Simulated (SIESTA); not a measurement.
Input of a SIESTA 5.4.2 run:

Contents of run.py:

```python
from ase import Atoms
from ase.calculators.siesta import Siesta
from ase.units import Ry, GPa
from ase.optimize import BFGS
from ase.filters import FrechetCellFilter

atoms = Atoms(
    ['Pt'],
    cell=[
        [0.0, 1.9609, 1.9609],
        [1.9609, 0.0, 1.9609],
        [1.9609, 1.9609, 0.0],
    ],
    scaled_positions=[
        [0.0, 0.0, 0.0],
    ],
    pbc=True,
)

fdf = {
    'SCFMustConverge': False,
    'OccupationFunction': 'FD',
    'ElectronicTemperature': '0.05 eV',
    'MaxSCFIterations': '120',
    'SCF.Mixer.Method': 'Pulay',
    'SCF.Mixer.Weight': '0.25',
    'SCF.Mixer.History': '8',
    'SCF.DM.Tolerance': '5.0e-05',
    'SCF.H.Tolerance': '1.0e-03 eV',
    'WriteForces': 'true',
    'Charge.Mulliken': 'end',
    'PAO.Basis': ['Pt.1 5', 'n=5 0 2', '  2.732 0.000', 'n=6 0 3', '  7.326 0.000 0.000', 'n=5 1 2', '  3.260 0.000', 'n=6 1 1', '  7.326', 'n=5 2 3', '  5.692 0.000 0.000'],
}
calc = Siesta(
    label="Pt",
    command="siesta < PREFIX.fdf > PREFIX.out",
    pseudo_path="pseudos",
    pseudo_qualifier="",
    xc=('GGA', 'PBE'),
    basis_set="TZP",
    mesh_cutoff=800 * Ry,
    energy_shift=0.003 * Ry,
    kpts=[12, 12, 12],
    spin="non-polarized",
    fdf_arguments=fdf,
)
atoms.calc = calc

opt = BFGS(FrechetCellFilter(atoms), trajectory="relax.traj")
converged = opt.run(fmax=0.02, steps=40)
print("converged:", converged)
print("cell (A):", atoms.cell.cellpar().round(5))
print("scaled positions:")
print(atoms.get_scaled_positions().round(6))
print(f"energy = {atoms.get_potential_energy():.6f} eV")
free = atoms.get_potential_energy(force_consistent=True)
print(f"free energy = {free:.6f} eV")
print("forces (eV/A):")
print(atoms.get_forces(apply_constraint=False).round(6))
print("stress (GPa, Voigt order, tension positive):", (atoms.get_stress() / GPa).round(4))
```

Potentials or basis: PseudoDojo 0.4 standard (PBE files), TZP (energy shift 0.003 Ry; two zetas on semicore shells).

The run is started by

```console
$ python run.py
```

(1) What does it give for the space group after relaxing (to 0.05 Å)?

(2) Predict the band gap on the k mesh.

Answers

(1) Fm-3m (No. 225).

(2) none (metal or under the smearing width).

Caveat: short orbitals over semicore shells can move pressures by several GPa; the basis of atomic orbitals isn't converged, which shifts pressures, moduli and gaps.
